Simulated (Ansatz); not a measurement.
**Polymorphs of BeTe2**

These are results of DFT PBE, scalar-relativistic, plane waves, PAW (Ansatz 0.2.0), not measurements. Settings: cutoff 420 eV, Γ-centred meshes spaced at most about 0.3 Å⁻¹, and about 0.25 Å⁻¹ or finer for metals (2π included), Gaussian smearing. No spin polarisation.

Formation energies are uncorrected and refer to the elements' standard structures at the same level.

All energies are static (0 K, no zero-point motion). The comparison covers the computed candidates alone. No dispersion correction is applied, so the spacing and binding between layers, chains or molecules are poorly described (Ibam, P3m1), and this can change margins and order among such cells. Spin–orbit coupling, which can matter for Te, is left out. Kohn–Sham gaps at this level usually fall short of measured ones. The missing spin–orbit coupling can work the other way here. The reference form of Te is held partly by dispersion forces, which this level lacks.

Invented guesses were relaxed alike, and ends that match in structure were merged. ΔE counts from the first row. Coordination counts Te atoms around Be (those within 1.25 times the shortest such distance or 1.15 times the sum of covalent radii). The ends were matched against large subsets of the Crystallography Open Database and the Materials Project, so a missing match doesn't prove that a structure is unreported.

| # | reached from | type and space group | atoms | Å³/atom | coordination | ΔE (meV/atom) | gap on mesh (eV) | in databases |
| --- | --- | --- | --- | --- | --- | --- | --- | --- |
| 1 | a cell proposed by chemical analogy | Ibam (No. 72) | 6 | 26.1 | Be 4 | 0 | 0.23 | no match |
| 2 | random cell | P3m1 (No. 156) | 3 | 29.4 | Be 4 | 132 | 0.00 | no match |
| 3 | a cell proposed by chemical analogy | pyrite, Pa-3 (No. 205) | 12 | 23.2 | Be 6 | 149 | 0.00 | no match |
| 4 | anatase type (I4_1/amd) | anatase, I4_1/amd (No. 141) | 6 | 23.0 | Be 6 | 318 | 0.00 | no match |

The lowest: Space group Ibam (No. 72), orthorhombic, a = 4.601 Å, b = 10.001 Å, c = 6.802 Å. Around Be lie 4 Te at 2.49 Å; around Te lie 2 Be at 2.49 Å and 1 Te at 2.91 Å. Its energy over the elements is −0.126 eV/atom. It lies below the elements, which doesn't yet make it stable against other compounds or structures. An observed structure of this formula, if there is one, may be missing.

```
Be Te
1.0
    -2.30032    5.00066    3.40112
     2.30032   -5.00066    3.40112
     2.30032    5.00066   -3.40112
Be Te
2 4
Direct
  0.75000 0.75000 0.00000
  0.25000 0.25000 0.00000
  0.38534 0.80588 0.19122
  0.88535 0.69412 0.57947
  0.11466 0.30588 0.42053
  0.61465 0.19412 0.80878
```

The second: Space group P3m1 (No. 156), trigonal, a = 3.536 Å, c = 8.152 Å. Be has 4 Te at 2.38–2.42 Å; Te on its first site has 1 Be at 2.38 Å; Te on its second site has 3 Be at 2.42 Å. Counting Te atoms around Be, the first and the second both have Be 4. The first holds Te–Te pairs (shortest 2.91 Å); in the second the shortest Te–Te distance is 3.54 Å. Cells relaxed within their symmetry can be saddle points. Some structure types and database cells were kept out of the candidates from the start, so a known form may be missing.
